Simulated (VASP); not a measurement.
A run of VASP 6.6.1:

Contents of INCAR:

```
SYSTEM = Si
  PREC = Accurate
  ENCUT = 520
  EDIFF = 1E-8
  ISMEAR = 0
  SIGMA = 0.02
  LREAL = .FALSE.
  LASPH = .TRUE.
  NELM = 60
  ALGO = Normal
  ISIF = 2
  LWAVE = .FALSE.
  LCHARG = .FALSE.
  GGA = PE
  LEPSILON = .TRUE.
  IBRION = 8
  NSW = 1
```

Contents of KPOINTS:

```
regular mesh
0
G
  2 2 2
  0 0 0
```

The input POSCAR:

```
Si                                      
1.0
    0.0000000000      2.8064224518      2.8064224518
    2.8064224518      0.0000000000      2.8064224518
    2.8064224518      2.8064224518      0.0000000000
  Si            
     2
Direct
     0.7500000000000000    0.7500000000000000    0.7500000000000000
     0.5000000000000000    0.5000000000000000    0.5000000000000000
```

Potentials or basis: VASP PAW PBE potentials, release 64 (Si).

Command:

```console
$ cat potpaw_PBE.64/Si/POTCAR > POTCAR
$ mpirun -np 1 vasp_std > vasp.out
```

Hardware: 1 thread of Intel(R) Xeon(R) Platinum 8259CL CPU @ 2.50GHz (Skylake/Cascade Lake) (shared host).

Task: Estimate the wall time of this run.

Result: Run time: 41 s on 1 thread of Intel(R) Xeon(R) Platinum 8259CL CPU @ 2.50GHz (Skylake/Cascade Lake) (shared host), peak memory 0.16 GiB. Counts: scf iterations 125, k points 3.
